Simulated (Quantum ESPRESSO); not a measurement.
# Zn (P6_3/mmc) in Quantum ESPRESSO: notebook, part 2 of 3

Quantum ESPRESSO 7.5. The steps go on from the part before.

### 2 Phonons and electron-phonon coupling, PBE

Input file pw.in:

```
&CONTROL
  calculation = 'scf'
  prefix = 'pwscf'
  outdir = './tmp'
  pseudo_dir = './pseudo'
  tprnfor = .true.
  tstress = .true.
  disk_io = 'low'
/
&SYSTEM
  ibrav = 0
  celldm(1) = 8
  nat = 2
  ntyp = 1
  ecutwfc = 70
  nbnd = 28
  occupations = 'smearing'
  smearing = 'mp'
  degauss = 0.01999163
/
&ELECTRONS
  conv_thr = 4d-10
  electron_maxstep = 120
  mixing_beta = 0.5
/
ATOMIC_SPECIES
Zn    65.3800 Zn_ONCV_PBE-1.2.upf
CELL_PARAMETERS alat
  0.6306960940939   0.0000000000000   0.0000000000000
 -0.3153480470469   0.5461988395518   0.0000000000000
  0.0000000000000   0.0000000000000   1.1730474918614
ATOMIC_POSITIONS crystal
Zn     0.6666666667    0.3333333333    0.7500000000
Zn     0.3333333333    0.6666666667    0.2500000000
K_POINTS automatic
6 6 4 0 0 0
```

Input file relax.in:

```
&CONTROL
  calculation = 'vc-relax'
  prefix = 'pwscf'
  outdir = './tmp'
  pseudo_dir = './pseudo'
  tprnfor = .true.
  tstress = .true.
  disk_io = 'low'
  nstep = 40
  forc_conv_thr = 0.0001
  etot_conv_thr = 1d-06
/
&SYSTEM
  ibrav = 0
  celldm(1) = 8
  nat = 2
  ntyp = 1
  ecutwfc = 70
  nbnd = 28
  occupations = 'smearing'
  smearing = 'mp'
  degauss = 0.01999163
/
&ELECTRONS
  conv_thr = 4d-10
  electron_maxstep = 120
  mixing_beta = 0.5
/
&IONS
  ion_dynamics = 'bfgs'
/
&CELL
  cell_dynamics = 'bfgs'
  press = 0
  press_conv_thr = 0.2
/
ATOMIC_SPECIES
Zn    65.3800 Zn_ONCV_PBE-1.2.upf
CELL_PARAMETERS alat
  0.6306960940932  -0.0000000000000   0.0000000000000
 -0.3153480470466   0.5461988395524   0.0000000000000
  0.0000000000000   0.0000000000000   1.1730474918614
ATOMIC_POSITIONS crystal
Zn     0.6666666666    0.3333333332    0.7500000000
Zn     0.3333333332    0.6666666666    0.2500000000
K_POINTS automatic
6 6 4 0 0 0
```

Input file scf2.in:

```
&CONTROL
  calculation = 'scf'
  prefix = 'pwscf'
  outdir = './tmp'
  pseudo_dir = './pseudo'
  tprnfor = .true.
  tstress = .true.
  disk_io = 'low'
/
&SYSTEM
  ibrav = 0
  celldm(1) = 8
  nat = 2
  ntyp = 1
  ecutwfc = 70
  nbnd = 28
  occupations = 'smearing'
  smearing = 'mp'
  degauss = 0.01999163
/
&ELECTRONS
  conv_thr = 1d-13
  electron_maxstep = 120
  mixing_beta = 0.5
  startingpot = 'file'
  startingwfc = 'file'
/
ATOMIC_SPECIES
Zn    65.3800 Zn_ONCV_PBE-1.2.upf
CELL_PARAMETERS alat
  0.6079512876042   0.0000000000068   0.0000000000000
 -0.3039756438080   0.5265012593253   0.0000000000000
  0.0000000000000   0.0000000000000   1.2820475893459
ATOMIC_POSITIONS crystal
Zn     0.6666666665    0.3333333331    0.7500000000
Zn     0.3333333331    0.6666666665    0.2500000000
K_POINTS automatic
6 6 4 0 0 0
```

Input file dense.in:

```
&CONTROL
  calculation = 'scf'
  prefix = 'pwscf'
  outdir = './tmp'
  pseudo_dir = './pseudo'
  tprnfor = .true.
  tstress = .true.
  disk_io = 'low'
/
&SYSTEM
  ibrav = 0
  celldm(1) = 8
  nat = 2
  ntyp = 1
  ecutwfc = 70
  nbnd = 28
  occupations = 'smearing'
  smearing = 'mp'
  degauss = 0.01999163
  la2F = .true.
/
&ELECTRONS
  conv_thr = 1d-12
  electron_maxstep = 120
  mixing_beta = 0.5
  startingpot = 'file'
/
ATOMIC_SPECIES
Zn    65.3800 Zn_ONCV_PBE-1.2.upf
CELL_PARAMETERS alat
  0.6079512876042   0.0000000000068   0.0000000000000
 -0.3039756438080   0.5265012593253   0.0000000000000
  0.0000000000000   0.0000000000000   1.2820475893459
ATOMIC_POSITIONS crystal
Zn     0.6666666665    0.3333333331    0.7500000000
Zn     0.3333333331    0.6666666665    0.2500000000
K_POINTS automatic
24 24 16 0 0 0
```

Input file scf3.in:

```
&CONTROL
  calculation = 'scf'
  prefix = 'pwscf'
  outdir = './tmp'
  pseudo_dir = './pseudo'
  tprnfor = .true.
  tstress = .true.
  disk_io = 'low'
/
&SYSTEM
  ibrav = 0
  celldm(1) = 8
  nat = 2
  ntyp = 1
  ecutwfc = 70
  nbnd = 28
  occupations = 'smearing'
  smearing = 'mp'
  degauss = 0.01999163
/
&ELECTRONS
  conv_thr = 1d-12
  electron_maxstep = 120
  mixing_beta = 0.5
  startingpot = 'file'
/
ATOMIC_SPECIES
Zn    65.3800 Zn_ONCV_PBE-1.2.upf
CELL_PARAMETERS alat
  0.6079512876042   0.0000000000068   0.0000000000000
 -0.3039756438080   0.5265012593253   0.0000000000000
  0.0000000000000   0.0000000000000   1.2820475893459
ATOMIC_POSITIONS crystal
Zn     0.6666666665    0.3333333331    0.7500000000
Zn     0.3333333331    0.6666666665    0.2500000000
K_POINTS automatic
6 6 4 0 0 0
```

Input file ph.in:

```
phonon_bands of Zn
&INPUTPH
  prefix = 'pwscf'
  outdir = './tmp'
  tr2_ph = 1d-18
  fildyn = 'dyn'
  niter_ph = 90
  alpha_mix(1) = 0.4
  ldisp = .true.
  nq1 = 3
  nq2 = 3
  nq3 = 2
  electron_phonon = 'interpolated'
  el_ph_sigma = 0.005
  el_ph_nsigma = 10
  fildvscf = 'dvscf'
/
```

Input file q2r.in:

```
&INPUT
  fildyn = 'dyn'
  zasr = 'crystal'
  flfrc = 'fc'
  la2F = .true.
/
```

Input file matdyn.in:

```
&INPUT
  asr = 'crystal'
  flfrc = 'fc'
  flfrq = 'freq'
  q_in_cryst_coord = .true.
  flvec = ' '
/
80
 0.0000000000  0.0000000000  0.0000000000
 0.0454545455  0.0000000000  0.0000000000
 0.0909090909  0.0000000000  0.0000000000
 0.1363636364  0.0000000000  0.0000000000
 0.1818181818  0.0000000000  0.0000000000
 0.2272727273  0.0000000000  0.0000000000
 0.2727272727  0.0000000000  0.0000000000
 0.3181818182  0.0000000000  0.0000000000
 0.3636363636  0.0000000000  0.0000000000
 0.4090909091  0.0000000000  0.0000000000
 0.4545454545  0.0000000000  0.0000000000
 0.5000000000  0.0000000000  0.0000000000
 0.4722222222  0.0555555556  0.0000000000
 0.4444444444  0.1111111111  0.0000000000
 0.4166666667  0.1666666667  0.0000000000
 0.3888888889  0.2222222222  0.0000000000
 0.3611111111  0.2777777778  0.0000000000
 0.3333333333  0.3333333333  0.0000000000
 0.3076923077  0.3076923077  0.0000000000
 0.2820512821  0.2820512821  0.0000000000
 0.2564102564  0.2564102564  0.0000000000
 0.2307692308  0.2307692308  0.0000000000
 0.2051282051  0.2051282051  0.0000000000
 0.1794871795  0.1794871795  0.0000000000
 0.1538461538  0.1538461538  0.0000000000
 0.1282051282  0.1282051282  0.0000000000
 0.1025641026  0.1025641026  0.0000000000
 0.0769230769  0.0769230769  0.0000000000
 0.0512820513  0.0512820513  0.0000000000
 0.0256410256  0.0256410256  0.0000000000
 0.0000000000  0.0000000000  0.0000000000
 0.0000000000  0.0000000000  0.1250000000
 0.0000000000  0.0000000000  0.2500000000
 0.0000000000  0.0000000000  0.3750000000
 0.0000000000  0.0000000000  0.5000000000
 0.0416666667  0.0000000000  0.5000000000
 0.0833333333  0.0000000000  0.5000000000
 0.1250000000  0.0000000000  0.5000000000
 0.1666666667  0.0000000000  0.5000000000
 0.2083333333  0.0000000000  0.5000000000
 0.2500000000  0.0000000000  0.5000000000
 0.2916666667  0.0000000000  0.5000000000
 0.3333333333  0.0000000000  0.5000000000
 0.3750000000  0.0000000000  0.5000000000
 0.4166666667  0.0000000000  0.5000000000
 0.4583333333  0.0000000000  0.5000000000
 0.5000000000  0.0000000000  0.5000000000
 0.4761904762  0.0476190476  0.5000000000
 0.4523809524  0.0952380952  0.5000000000
 0.4285714286  0.1428571429  0.5000000000
 0.4047619048  0.1904761905  0.5000000000
 0.3809523810  0.2380952381  0.5000000000
 0.3571428571  0.2857142857  0.5000000000
 0.3333333333  0.3333333333  0.5000000000
 0.3111111111  0.3111111111  0.5000000000
 0.2888888889  0.2888888889  0.5000000000
 0.2666666667  0.2666666667  0.5000000000
 0.2444444444  0.2444444444  0.5000000000
 0.2222222222  0.2222222222  0.5000000000
 0.2000000000  0.2000000000  0.5000000000
 0.1777777778  0.1777777778  0.5000000000
 0.1555555556  0.1555555556  0.5000000000
 0.1333333333  0.1333333333  0.5000000000
 0.1111111111  0.1111111111  0.5000000000
 0.0888888889  0.0888888889  0.5000000000
 0.0666666667  0.0666666667  0.5000000000
 0.0444444444  0.0444444444  0.5000000000
 0.0222222222  0.0222222222  0.5000000000
 0.0000000000  0.0000000000  0.5000000000
 0.5000000000  0.0000000000  0.5000000000
 0.5000000000  0.0000000000  0.3750000000
 0.5000000000  0.0000000000  0.2500000000
 0.5000000000  0.0000000000  0.1250000000
 0.5000000000  0.0000000000  0.0000000000
 0.3333333333  0.3333333333  0.0000000000
 0.3333333333  0.3333333333  0.1000000000
 0.3333333333  0.3333333333  0.2000000000
 0.3333333333  0.3333333333  0.3000000000
 0.3333333333  0.3333333333  0.4000000000
 0.3333333333  0.3333333333  0.5000000000
```

Input file matdyn_dos.in:

```
&INPUT
  asr = 'crystal'
  flfrc = 'fc'
  dos = .true.
  fldos = 'phdos'
  nk1 = 9
  nk2 = 9
  nk3 = 8
  deltaE = 1
  flvec = ' '
  flfrq = ' '
/
```

Input file matdyn_a2f.in:

```
&INPUT
  asr = 'crystal'
  flfrc = 'fc'
  la2F = .true.
  dos = .true.
  fldos = 'dos2'
  nk1 = 8
  nk2 = 8
  nk3 = 6
  ndos = 60
  el_ph_nsigma = 10
  flfrq = 'dosfreq2'
  flvec = ' '
/
```

Input file matdyn_mesh.in:

```
&INPUT
  asr = 'crystal'
  flfrc = 'fc'
  flfrq = 'mesh'
  q_in_cryst_coord = .true.
  flvec = ' '
/
384
 0.06250000  0.06250000  0.08333333
 0.06250000  0.06250000  0.25000000
 0.06250000  0.06250000  0.41666667
[... 381 further points of the even 8 x 8 x 6 mesh, shifted by half a step ...]
```

Potentials or basis: SG15 PBE 1.2.

Launch:

```bash
$ OMP_NUM_THREADS=1 mpirun -n 4 pw.x -nk 2 -in pw.in > pw.out
$ OMP_NUM_THREADS=1 mpirun -n 4 pw.x -nk 2 -in relax.in > relax.out
$ OMP_NUM_THREADS=1 mpirun -n 4 pw.x -nk 2 -in scf2.in > scf2.out
$ OMP_NUM_THREADS=1 mpirun -n 4 pw.x -nk 4 -in dense.in > dense.out
$ OMP_NUM_THREADS=1 mpirun -n 4 pw.x -nk 2 -in scf3.in > scf3.out
$ OMP_NUM_THREADS=1 mpirun -n 4 ph.x -nk 2 -in ph.in > ph.out
$ OMP_NUM_THREADS=1 mpirun -n 1 q2r.x -in q2r.in > q2r.out
$ OMP_NUM_THREADS=1 mpirun -n 1 matdyn.x -in matdyn.in > matdyn.out
$ OMP_NUM_THREADS=1 mpirun -n 1 matdyn.x -in matdyn_dos.in > matdyn_dos.out
$ OMP_NUM_THREADS=1 mpirun -n 1 matdyn.x -in matdyn_a2f.in > matdyn_a2f.out
$ OMP_NUM_THREADS=1 mpirun -n 1 matdyn.x -in matdyn_mesh.in > matdyn_mesh.out
```

pw.out:

```text
This program is part of the open-source Quantum ESPRESSO suite
     for quantum simulation of materials; please cite
[... 6 lines left out ...]
     using ibrav=0 with symmetry is DISCOURAGED, use correct ibrav instead

     K-points division:     npool     =       2
     Subspace diagonalization in iterative solution of the eigenvalue problem:
     a serial algorithm will be used

     --------------------
     sticks:   dense  smooth     PW     G-vecs:    dense   smooth      PW
     Min         249     249     75                 8227     8227    1387
     Max         250     250     76                 8232     8232    1394
     Sum         499     499    151                16459    16459    2781

     Using Slab Decomposition

     bravais-lattice index     =            0
     lattice parameter (alat)  =       8.0000  a.u.
     unit-cell volume          =     206.8981 (a.u.)^3
     number of atoms/cell      =            2
     number of atomic types    =            1
     number of electrons       =        40.00
     number of Kohn-Sham states=           28
     kinetic-energy cutoff     =      70.0000  Ry
     charge density cutoff     =     280.0000  Ry
     scf convergence threshold =      4.0E-10
     mixing beta               =       0.5000
     number of iterations used =            8  plain     mixing
     Exchange-correlation= PBE
                           (   1   4   3   4   0   0   0)

     celldm(1)=   8.000000  celldm(2)=   0.000000  celldm(3)=   0.000000
     celldm(4)=   0.000000  celldm(5)=   0.000000  celldm(6)=   0.000000

     crystal axes: (cart. coord. in units of alat)
               a(1) = (   0.630696   0.000000   0.000000 )
               a(2) = (  -0.315348   0.546199   0.000000 )
               a(3) = (   0.000000   0.000000   1.173047 )

     reciprocal axes: (cart. coord. in units 2 pi/alat)
               b(1) = (  1.585550  0.915418 -0.000000 )
               b(2) = (  0.000000  1.830835  0.000000 )
               b(3) = (  0.000000 -0.000000  0.852480 )

     PseudoPot. # 1 for Zn read from file:
     Zn_ONCV_PBE-1.2.upf
     Pseudo is Norm-conserving, Zval = 20.0
     Generated using ONCVPSP code by D. R. Hamann
     Using radial grid of  602 points,  6 beta functions with:
                l(1) =   0
                l(2) =   0
                l(3) =   1
                l(4) =   1
                l(5) =   2
                l(6) =   2

     atomic species   valence    mass     pseudopotential
     Zn               20.00    65.38000     Zn( 1.00)

     24 Sym. Ops., with inversion, found (12 have fractional translation)

   Cartesian axes

     site n.     atom                  positions (alat units)
         1        Zn     tau(   1) = (   0.3153480   0.1820663   0.8797856  )
         2        Zn     tau(   2) = (  -0.0000000   0.3641326   0.2932619  )

     number of k points=    21  Methfessel-Paxton smearing, width (Ry)=  0.0200
                       cart. coord. in units 2pi/alat
        k(    1) = (   0.0000000   0.0000000   0.0000000), wk =   0.0138889
        k(    2) = (   0.0000000   0.0000000   0.2131201), wk =   0.0277778
        k(    3) = (   0.0000000   0.0000000  -0.4262402), wk =   0.0138889
        k(    4) = (   0.0000000   0.3051392   0.0000000), wk =   0.0833333
        k(    5) = (   0.0000000   0.3051392   0.2131201), wk =   0.1666667
        k(    6) = (   0.0000000   0.3051392  -0.4262402), wk =   0.0833333
[... 13 lines left out ...]
        k(   20) = (   0.5285166   0.9154175   0.2131201), wk =   0.0555556
        k(   21) = (   0.5285166   0.9154175  -0.4262402), wk =   0.0277778

     Dense  grid:    16459 G-vectors     FFT dimensions: (  27,  27,  50)

     Initial potential from superposition of free atoms

     starting charge      39.9546, renormalised to      40.0000
     Starting wfcs are random

     Self-consistent Calculation

     iteration #  1     ecut=    70.00 Ry     beta= 0.50
     Davidson diagonalization with overlap
     ethr =  1.00E-02,  avg # of iterations =  9.2

     Threshold (ethr) on eigenvalues was too large:
     Diagonalizing with lowered threshold

     Davidson diagonalization with overlap
     ethr =  2.22E-04,  avg # of iterations =  3.0

     total energy              =    -800.64122055 Ry
     estimated scf accuracy    <       0.06961147 Ry
[... 57 lines left out ...]
     iteration # 10     ecut=    70.00 Ry     beta= 0.50
     Davidson diagonalization with overlap
     ethr =  2.36E-12,  avg # of iterations =  2.0

     End of self-consistent calculation

          k = 0.0000 0.0000 0.0000 (  2065 PWs)   bands (ev):

  -111.1798-111.1790 -65.3232 -65.3232 -65.3219 -65.3219 -65.3214 -65.3098
     5.0026   6.8450   7.5596   7.7648   7.7648   7.8139   7.8139   8.1650
     8.1650   8.3699   8.3699  11.7499  12.3060  28.7830  32.3265  32.6584
    32.6584  34.2592  34.2592  34.3590
[... 52 lines left out ...]
  -111.1775-111.1775 -65.3433 -65.3433 -65.3279 -65.3279 -65.3132 -65.3132
     7.1568   7.1568   7.4550   7.4550   8.1530   8.1530   8.1752   8.1752
     8.3560   8.3560  10.3353  10.3353  20.1795  20.1795  23.0015  23.0015
    28.1879  28.1879  31.0064  31.0064

          k = 0.0000-0.9154 0.0000 (  2054 PWs)   bands (ev):

  -111.1770-111.1767 -65.3506 -65.3494 -65.3308 -65.3287 -65.3146 -65.3108
     7.0347   7.1151   7.2979   7.7743   7.9335   7.9446   8.2457   8.3567
     8.5257   8.5450  12.5398  13.2044  17.9204  18.8818  19.3604  21.0369
    25.4189  29.5003  30.6395  32.7888

          k = 0.0000-0.9154 0.2131 (  2044 PWs)   bands (ev):

  -111.1769-111.1767 -65.3506 -65.3497 -65.3305 -65.3290 -65.3139 -65.3112
     7.0491   7.0560   7.3518   7.5505   7.9920   8.0874   8.2906   8.3840
     8.5294   8.5426  12.8580  13.3737  16.5201  16.6341  22.4152  23.0911
    25.8835  29.1670  29.6622  31.6934

          k = 0.0000-0.9154-0.4262 (  2056 PWs)   bands (ev):

  -111.1768-111.1768 -65.3502 -65.3502 -65.3297 -65.3297 -65.3125 -65.3125
     7.0549   7.0549   7.3713   7.3713   8.1377   8.1377   8.3456   8.3456
     8.5364   8.5364  13.5039  13.5039  15.4612  15.4612  25.3710  25.3710
    27.2097  27.2097  28.7566  28.7566
[... 59 lines left out ...]
  -111.1765-111.1765 -65.3423 -65.3423 -65.3420 -65.3420 -65.3120 -65.3120
     7.5282   7.5282   7.6292   7.6292   7.7915   7.7915   7.9779   7.9779
     8.3634   8.3634  16.3067  16.3067  17.1607  17.1607  17.4637  17.4637
    27.2486  27.2486  29.8109  29.8109

     the Fermi energy is    15.6170 ev

!    total energy              =    -800.66143857 Ry
     estimated scf accuracy    <          4.6E-13 Ry
     smearing contrib. (-TS)   =      -0.00023210 Ry
     internal energy E=F+TS    =    -800.66120647 Ry

     The total energy is F=E-TS. E is the sum of the following terms:
     one-electron contribution =    -493.54012526 Ry
     hartree contribution      =     256.57428985 Ry
     xc contribution           =     -72.82699380 Ry
     ewald contribution        =    -490.86837726 Ry

     convergence has been achieved in  10 iterations

     Forces acting on atoms (cartesian axes, Ry/au):

     atom    1 type  1   force =     0.00000000   -0.00000000    0.00000000
     atom    2 type  1   force =     0.00000000    0.00000000    0.00000000

     Total force =     0.000000     Total SCF correction =     0.000000

     Computing stress (Cartesian axis) and pressure

          total   stress  (Ry/bohr**3)                   (kbar)     P=        3.32
  -0.00003453   0.00000000   0.00000000           -5.08        0.00        0.00
   0.00000000  -0.00003453  -0.00000000            0.00       -5.08       -0.00
   0.00000000  -0.00000000   0.00013672            0.00       -0.00       20.11

=------------------------------------------------------------------------------=
   JOB DONE.
=------------------------------------------------------------------------------=
```

Wall time 19 min (4 MPI ranks of Arm Neoverse V2, shared host); peak memory 0.72 GiB.

What came out:

```
Free energy                            : -10893.6290 eV
Relaxed volume                         : 15.57 Å³/atom
Relaxed cell                           : a = 2.574 Å, b = 2.574 Å, c = 5.427 Å, α = 90.00°, β = 90.00°, γ = 120.00°
Space group after relaxing (to 0.05 Å) : P6_3/mmc (No. 194)
Pressure after relaxing                : 1.3 GPa
Band gap on the k mesh                 : none (metal or under the smearing width)
Highest phonon frequency               : 245 cm⁻¹
Most unstable mode                     : 47i cm⁻¹
```

Step by step:
```
step  energy change (eV)  largest force (eV/Å)  pressure (GPa)  volume (Å³)
   1              0.0000                0.0000            0.33        30.66
   2             -0.0015                0.0000            0.26        30.71
   3             -0.0035                0.0000           -0.01        30.86
   4             -0.0060                0.0000           -0.34        31.06
   5             -0.0074                0.0000           -0.71        31.30
   6             -0.0076                0.0000           -0.55        31.22
   7             -0.0080                0.0000           -0.26        31.07
   8             -0.0082                0.0000            0.02        30.95
   9             -0.0082                0.0000            0.03        30.95
  10             -0.0083                0.0000            0.04        30.95
  11             -0.0084                0.0000            0.04        30.96
  12             -0.0089                0.0000            0.05        30.98
  13             -0.0106                0.0000            0.04        30.99
  14             -0.0161                0.0000           -0.02        31.02
  15             -0.0297                0.0000           -0.18        31.04
  16             -0.0519                0.0000           -0.14        31.07
  17             -0.0646                0.0000            0.21        31.08
  18             -0.0650                0.0000           -0.01        31.14
  19             -0.0650                0.0000            0.00        31.13
```

Final structure:
```
CELL_PARAMETERS angstrom
2.57371 0.00000 0.00000
-1.28686 2.22890 0.00000
0.00000 0.00000 5.42744
ATOMIC_POSITIONS crystal
Zn 0.66667 0.33333 0.75000
Zn 0.33333 0.66667 0.25000
```

Levels at points of the mesh, in eV from the Fermi level:
```
             k point  band 17  band 18  band 19  band 20  band 21  band 22  band 23  band 24
  (0.00, 0.00, 0.00)    -7.19    -7.09    -7.09    -4.42    -4.03     9.44    13.48    19.68
 (0.00, 0.00, -0.50)    -7.14    -7.14    -7.14    -7.14     2.28     2.28    20.70    20.70
 (0.00, -0.50, 0.00)    -6.86    -6.85    -2.46    -1.65     1.81     3.34     3.63     5.53
(0.00, -0.50, -0.50)    -6.85    -6.85    -1.71    -1.71     0.53     0.53     8.50     8.50
```

Phonon frequencies in cm⁻¹ (negative: imaginary):
```tsv
q point	frequencies
(0.000, 0.000, 0.000)	0 0 0 49 49 124
(0.318, 0.000, 0.000)	-25 74 115 117 202 203
(0.417, 0.167, 0.000)	-1 6 159 160 227 229
(0.231, 0.231, 0.000)	-27 50 154 155 211 213
(0.051, 0.051, 0.000)	-10 40 61 68 81 120
(0.042, 0.000, 0.500)	41 41 48 48 98 98
(0.333, 0.000, 0.500)	45 45 118 118 214 214
(0.429, 0.143, 0.500)	-34 -34 156 156 237 237
(0.267, 0.267, 0.500)	-36 -36 176 176 222 222
(0.111, 0.111, 0.500)	77 77 88 88 143 143
(0.500, 0.000, 0.375)	-22 -19 133 134 244 244
(0.333, 0.333, 0.300)	-40 -40 204 205 205 205
```

Phonon frequencies at the corners of the path (cm⁻¹, interpolated; i marks imaginary ones):
| point | frequencies |
| --- | --- |
| Γ | 0 0 0 49 49 124 |
| M | 15 22 132 135 237 239 |
| K | 20i 20i 200 200 200 202 |
| A | 37 37 37 37 99 99 |
| L | 24i 24i 134 134 245 245 |
| H | 47i 47i 206 206 208 208 |

Phonon states per cell in windows of 20 cm⁻¹ (negative: imaginary):
| from (cm⁻¹) | total |
| --- | --- |
| -60 | 0.02 |
| -40 | 0.45 |
| -20 | 0.33 |
| 0 | 0.24 |
| 20 | 0.27 |
| 40 | 0.34 |
| 60 | 0.38 |
| 80 | 0.40 |
| 100 | 0.41 |
| 120 | 0.68 |
| 140 | 0.54 |
| 160 | 0.40 |
| 180 | 0.30 |
| 200 | 0.52 |
| 220 | 0.73 |
| 240 | 0.03 |

Caveat: the k mesh is coarse (spacing up to 0.45 Å⁻¹), so the values aren't converged; the mesh is thin for the phonons of a metal; some modes are imaginary; λ from interpolated matrix elements is rough: modes that symmetry makes equal can differ by tens of percent.

(Continued in part 3 of 3.)
